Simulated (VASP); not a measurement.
# InSe in VASP: single point with PBEsol

Aim: the single point of InSe with PBEsol.

Everything below comes from runs of VASP 6.6.1. Logs are shortened: lines on timing, memory, paths and dates and some standing lists are left out, and cuts for length are marked.

## 1. The structure

The cell holds a sheet with vacuum, 4 atoms: a = 4.007 Å, b = 4.007 Å, c = 21.336 Å, α = 90.00°, β = 90.00°, γ = 120.00°.

The cell was built by a generator and needn't be a form met in nature.

## 2. Single point, PBEsol

INCAR

```
SYSTEM = InSe
  PREC = Accurate
  ENCUT = 520
  EDIFF = 1E-6
  ISMEAR = 0
  SIGMA = 0.03
  LREAL = .False.
  LASPH = .True.
  NELM = 100
  ALGO = Fast
  ISIF = 2
  LWAVE = .False.
  LCHARG = .False.
  LDIPOL = .True.
  IDIPOL = 3
  DIPOL = 0.5 0.5 0.500
  GGA = PS
  NBANDS = 27
```

KPOINTS

```
Automatic mesh
0
Gamma
  12 12 1
  0 0 0
```

POSCAR

```
InSe
1.0
    4.0067211152      0.0000000000      0.0000000000
   -2.0033605576      3.4699222716      0.0000000000
    0.0000000000      0.0000000000     21.3361405376
Se In
2 2
Direct
    0.6666666667      0.3333333333      0.3749506611
    0.6666666667      0.3333333333      0.6250493389
    0.3333333333      0.6666666667      0.4347240221
    0.3333333333      0.6666666667      0.5652759779
```

Potentials or basis: VASP PAW PBE potentials, release 64 (Se, In_d).

The run is started by

```bash
> cat potpaw_PBE.64/Se/POTCAR potpaw_PBE.64/In_d/POTCAR > POTCAR
> mpirun -np 1 vasp_std > vasp.out
```

OUTCAR:

```text
SYSTEM = InSe
   PREC = Accurate
   ENCUT = 520
   EDIFF = 1E-6
   ISMEAR = 0
   LREAL = .False.
   LASPH = .True.
   NELM = 100
   ISIF = 2
   GGA = PS

 ion  position               nearest neighbor table
   1  0.667  0.333  0.375-   3 2.64   3 2.64   3 2.64
   2  0.667  0.333  0.625-   4 2.64   4 2.64   4 2.64
   3  0.333  0.667  0.435-   1 2.64   1 2.64   1 2.64   4 2.79
   4  0.333  0.667  0.565-   2 2.64   2 2.64   2 2.64   3 2.79

  LATTYP: Found a hexagonal cell.
 ALAT       =     4.0067211152
 C/A-ratio  =     5.3250875028

  Lattice vectors:

 A1 = (   4.0067211152,   0.0000000000,   0.0000000000)
 A2 = (  -2.0033605576,   3.4699222716,   0.0000000000)
 A3 = (   0.0000000000,   0.0000000000,  21.3361405376)

Analysis of symmetry for initial positions (statically):
=====================================================================
 Subroutine PRICEL returns:
 Original cell was already a primitive cell.

 Routine SETGRP: Setting up the symmetry group for a
 hexagonal supercell.

 Subroutine GETGRP returns: Found 12 space group operations
 (whereof 12 operations were pure point group operations)
 out of a pool of 24 trial point group operations.

The static configuration has the point symmetry D_3h.

Analysis of symmetry for dynamics (positions and initial velocities):
=====================================================================
 Subroutine PRICEL returns:
 Original cell was already a primitive cell.

 Routine SETGRP: Setting up the symmetry group for a
 hexagonal supercell.

 Subroutine GETGRP returns: Found 12 space group operations
 (whereof 12 operations were pure point group operations)
 out of a pool of 24 trial point group operations.

The dynamic configuration has the point symmetry D_3h.

 Subroutine INISYM returns: Found 12 space group operations
 (whereof 12 operations are pure point group operations),
 and found     1 'primitive' translations

----------------------------------------------------------------------------------------

                                     Primitive cell

  volume of cell :     296.6366

  direct lattice vectors                    reciprocal lattice vectors
     4.006721115  0.000000000  0.000000000     0.249580635  0.144095447  0.000000000
    -2.003360558  3.469922272  0.000000000     0.000000000  0.288190894  0.000000000
     0.000000000  0.000000000 21.336140538     0.000000000  0.000000000  0.046868833

[... 88 lines left out ...]
   ISYM   =      2    0-nonsym 1-usesym 2-fastsym
   POTIM  = 0.5000    time-step for ionic-motion
   TEBEG  =    0.0;   TEEND  =   0.0 temperature during run
   PSTRESS=    0.0 pullay stress
   NELECT =      38.0000    total number of electrons
   NUPDOWN=      -1.0000    fix difference up-down
   EMIN   =  10.00;   EMAX   =-10.00  energy-range for DOS
   EFERMI =   0.00;   METHOD = LEGACY
   ISMEAR =     0;   SIGMA  =   0.03  broadening in eV -4-tet -1-fermi 0-gaus
   EFERMI_NEDOS =   21; number of points for ismear=-14 and -15
   IALGO  =     68    algorithm
   IMIX   =      4    mixing-type and parameters
     AMIX     =   0.40;   BMIX     =  1.00
     AMIX_MAG =   1.60;   BMIX_MAG =  1.00
  volume/ion in A,a.u.               =      74.16       500.45
  Fermi-wavevector in a.u.,A,eV,Ry     =   0.825267  1.559528  9.266459  0.681066
  Thomas-Fermi vector in A             =   1.937096
   LORBIT       =      0    0 simple, 1 ext, 2 COOP (PROOUT), +10 PAW based schemes
   GGA     = PS    functional components
   LHFCALC =     F    Hartree Fock is set to
   AEXX    =    0.0000 exact exchange contribution
   IVDW    =     0    specifies the selected vdW correction
   LEPSILON=     F    determine dielectric tensor
   LRPA    =     F    only Hartree local field effects (RPA)
 non-spin polarized calculation
 RMM-DIIS sequential band-by-band and
 Gauss-broadening in eV      SIGMA  =   0.03
  energy-cutoff  :      520.00
  volume of cell :      296.64
 maximum number of plane-waves:      8041
 NGX is ok and might be reduce to    30
   NGX = 15   NGY = 15   NGZ = 79

 dipolmoment           0.000000      0.000000      0.000000 electrons x Angstroem

 number of electron      37.9999994 magnetization

 dipolmoment           0.000000      0.000000     -0.000000 electrons x Angstroem

 Free energy of the ion-electron system (eV)
  ---------------------------------------------------
  ext. energy  EPLUGINS =         0.00000000
  ---------------------------------------------------
  free energy    TOTEN  =       -15.55752246 eV

  energy without entropy =      -15.55752246  energy(sigma->0) =      -15.55752246

 E-fermi :  -2.2154     XC(G=0):  -4.0944

 val. band max:       -2.3554326290   @ k =   0.0833   0.0833   0.0000
 cond. band min:      -0.7796390682   @ k =   0.0000   0.0000   0.0000
 fundamental gap:      1.5757935608
 Fermi energy:        -2.2153765453

 k-point     1 :       0.0000    0.0000    0.0000
  band No.  band energies     occupation
      1     -16.3368      2.00000
      2     -16.1447      2.00000
      3     -16.1447      2.00000
      4     -16.0596      2.00000
      5     -16.0596      2.00000
      6     -16.0472      2.00000
[... 559 lines left out ...]
     26       5.2213      0.00000
     27       5.8505      0.00000

------------------------ aborting loop because EDIFF is reached ----------------------------------------

 vacuum level on the upper side and lower side of the slab       (xc-potential included)        -0.378        -0.378

  FORCE on cell =-STRESS in cart. coord.  units (eV):
  Direction    XX          YY          ZZ          XY          YZ          ZX
  --------------------------------------------------------------------------------------
  -------------------------------------------------------------------------------------
  Total       -0.1550322     -0.1550322     -0.1357508      0.0000000      0.0000000     -0.0000000
  in kB       -0.8373515     -0.8373515     -0.7332097      0.0000000      0.0000000     -0.0000000
  external PRESSURE =      -0.8026376 kB  Pullay stress =       0.0000000 kB

 VOLUME and BASIS-vectors are now :
 -----------------------------------------------------------------------------
  energy-cutoff  :      520.00
  volume of cell :      296.64
      direct lattice vectors                 reciprocal lattice vectors
     4.006721115  0.000000000  0.000000000     0.249580635  0.144095447  0.000000000
    -2.003360558  3.469922272  0.000000000     0.000000000  0.288190894  0.000000000
     0.000000000  0.000000000 21.336140538     0.000000000  0.000000000  0.046868833

 POSITION                                       TOTAL-FORCE (eV/Angst)
 -----------------------------------------------------------------------------------
      2.00336      1.15664      8.00000        -0.000000     -0.000000     -0.031510
      2.00336      1.15664     13.33614        -0.000000      0.000000      0.031510
     -0.00000      2.31328      9.27533         0.000000     -0.000000      0.089501
     -0.00000      2.31328     12.06081         0.000000      0.000000     -0.089501
 -----------------------------------------------------------------------------------
    total drift:                               -0.000000      0.000000     -0.000000

  FREE ENERGIE OF THE ION-ELECTRON SYSTEM (eV)
  ---------------------------------------------------
  free  energy   TOTEN  =       -15.5575224650 eV

  energy  without entropy=      -15.5575224650  energy(sigma->0) =      -15.55752246

 vacuum level on the upper side and lower side of the slab         3.259         3.259
```

stdout:

```text
POSCAR found type information on POSCAR SeIn
 POSCAR found :  2 types and       4 ions
 scaLAPACK will be used
 -----------------------------------------------------------------------------
|                                                                             |
|                                                                             |
|     You enforced a specific xc type in the INCAR file but a different       |
|     I HOPE YOU KNOW WHAT YOU ARE DOING!                                     |
|                                                                             |
 -----------------------------------------------------------------------------

 LDA part: xc-table for (Slater+PW92), standard interpolation
 POSCAR, INCAR and KPOINTS ok, starting setup
 FFT: planning ... GRIDC
 FFT: planning ... GRID_SOFT
 FFT: planning ... GRID
 WAVECAR not read
 entering main loop
```

It took 2.5 min on 1 thread of Intel Xeon 6975P-C (Granite Rapids), shared host; peak memory 0.43 GiB.

Results:

```yaml
Free_energy: -15.5575 eV
Largest_force: 0.090 eV/Å
Band_gap_on_the_k_mesh: 1.58 eV, indirect (least direct gap 1.65 eV)
```

Forces on the atoms (eV/Å):
```
Se   0.000  0.000 -0.032
Se   0.000  0.000  0.032
In   0.000  0.000  0.090
In   0.000  0.000 -0.090
```

Caveat: the PAW data sets were made with another functional, which shifts forces and pressure a little; spin-orbit coupling is left out, which moves the levels of the heavy elements.
